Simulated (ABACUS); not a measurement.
## BN: equation of state with SOGGA

**Measured values to compare with.**

From “Effect of nanostructuration on compressibility of cubic BN”, 2012, arxiv:1208.3664, for a bulk crystal of BN at 300 K: bulk modulus 395 ± 2 GPa.

BN:

```
N B
1.0
     0.00000    1.81300    1.81300
     1.81300    0.00000    1.81300
     1.81300    1.81300    0.00000
N B
1 1
Direct
  0.25000 0.25000 0.25000
  0.00000 0.00000 0.00000
```

The cell is a database's computed one.

| Item | Value |
| --- | --- |
| Program | ABACUS 3.10.1 |
| Task | equation of state |
| Functional | SOGGA |
| Potentials or basis | PseudoDojo NC SR 0.5 PBE standard |
| Cutoff | 1143 eV |
| Density cutoff | 4572 eV |
| Basis | plane waves |
| k mesh | 10 × 10 × 10 |
| Occupations | fermi-dirac, width 0.05 eV |
| Spin | no spin polarisation |

```json
{
 "Equilibrium volume": "5.84 Å³/atom",
 "Bulk modulus": "390 GPa",
 "Pressure derivative of the bulk modulus": "3.7 (rough: it moves with the points fitted)"
}
```

Energy against volume, from the lowest point:
```
volume (Å³/atom)  energy (meV/atom)
           5.602              12.31
           5.840               0.00
           6.078              11.39
           6.317              42.38
```

All runs of the series together: 13 s on 4 threads of AMD EPYC 7R43 64-Core Processor (Zen 3), on a shared host.

A measured bulk modulus of BN is 395 GPa (300 K; quoted in “Effect of nanostructuration on compressibility of cubic BN”, 2012, arxiv:1208.3664); the calculated 390 GPa misses it by -1.3 %. The fit is for a static lattice scaled at fixed shape and fixed fractional positions.

Caveat: the potentials were made for another functional, which shifts forces and pressure.
